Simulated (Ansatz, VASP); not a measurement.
## One calculation of AlN, two programs

The input INCAR:

```
SYSTEM = AlN
  ALGO = Normal
  EDIFF = 1E-6
  ENCUT = 520
  GGA = PE
  ISIF = 2
  ISMEAR = 0
  LASPH = .True.
  LCHARG = .True.
  LELF = .True.
  LREAL = .False.
  LVHAR = .True.
  LWAVE = .False.
  NBANDS = 11
  NELM = 100
  PREC = Accurate
  SIGMA = 0.05
```

KPOINTS

```
k-points
0
Gamma
  10 10 10
  0 0 0
```

File POSCAR:

```
AlN
1.0
    0.4959232049      2.3102763936      2.3102763936
    2.3102763936      0.4959232049      2.3102763936
    2.3102763936      2.3102763936      0.4959232049
Al N
1 1
Direct
    0.5000000000      0.5000000000      0.5000000000
    0.0000000000      0.0000000000      0.0000000000
```

Input for Ansatz:

```yaml
crystal:
  lattice:
    - [0.4959232049, 2.3102763936, 2.3102763936]
    - [2.3102763936, 0.4959232049, 2.3102763936]
    - [2.3102763936, 2.3102763936, 0.4959232049]
  atoms:
    - { symbol: Al, position: [0.5, 0.5, 0.5] }
    - { symbol: "N", position: [0.0, 0.0, 0.0] }
basis:
  ecutwfc: 420
kpoints:
  mp_grid: { grid: [10, 10, 10] }
hamiltonian:
  xc: pbe
scf:
  occupations: { method: gaussian, width: 0.05 }
output:
  forces: true
  stress: true
  eigenvalues: true
```

Alike in both runs: task single point; functional PBE; k mesh 10 × 10 × 10; occupations gaussian, width 0.05 eV; no spin polarisation.

```csv
,VASP,Ansatz
version,VASP 6.6.1,Ansatz 0.2.0
potentials or method,"VASP PAW PBE potentials, release 64 (Al, N)","scalar-relativistic, plane waves, PAW"
plane-wave cutoff (eV),520,420
valence electrons in the cell,8,8
```

|  | VASP | Ansatz | Ansatz less VASP |
| --- | --- | --- | --- |
| gap on the k mesh at the Fermi level (eV) | none | none | - |
| pressure (GPa) | 17.7 | 17.9 | +0.19 |
| largest component of the traceless stress (GPa) | 72.98 | 73.06 | +0.082 |

A gap of «none» marks a metal or a gap that the smearing closes.

Caveats: so large a pressure means that the cell lies far from this level's equilibrium, or that cutoff or potentials fall short (VASP).
